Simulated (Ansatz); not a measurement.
CdTe

```
CELL_PARAMETERS angstrom
0.00000 3.28211 3.28211
3.28211 0.00000 3.28211
3.28211 3.28211 0.00000
ATOMIC_POSITIONS crystal
Cd 0.00000 0.00000 0.00000
Te 0.75000 0.75000 0.75000
```

Atom numbers follow the list: Cd1, Te2.

The cell is the one relaxed in the Materials Project (mp-406), not relaxed further here; entries there can be hypothetical.

No spin–orbit coupling, which matters for the heavy atoms here.

Methods: DFT, PBEsol, all-electron LAPW, scalar-relativistic (Ansatz 0.2.0); DFT, PBEsol, PAW with Ansatz's default frozen-core files, scalar-relativistic (Ansatz 0.2.0).

For LAPW: a Γ-centred 7×7×7 k mesh, Fermi–Dirac smearing of 0.01 eV, basis error target 0.5 meV/atom, no spin polarisation. PAW takes a cutoff of 420 eV at this cell (files made with PBE, cores remade for this functional). The Ansatz runs share mesh, smearing and spin set-up. Values come from LAPW unless marked.

```json
{
 "Band gap": "0.55 eV, direct at Γ",
 "Löwdin charges (with 0.21 e of the cell spilling out of the atomic basis, so their sizes and signs hang on that basis)": "Cd1 1.13, Te2 -0.92 e",
 "Volume per atom": "35.36 Å³"
}
```

Q: Give the computed value. Pressure at this cell.

A: -13.0 kbar.

Q: Predict this quantity. Bader charges (from the PAW run).

A: Cd1 +0.49, Te2 -0.49 e.
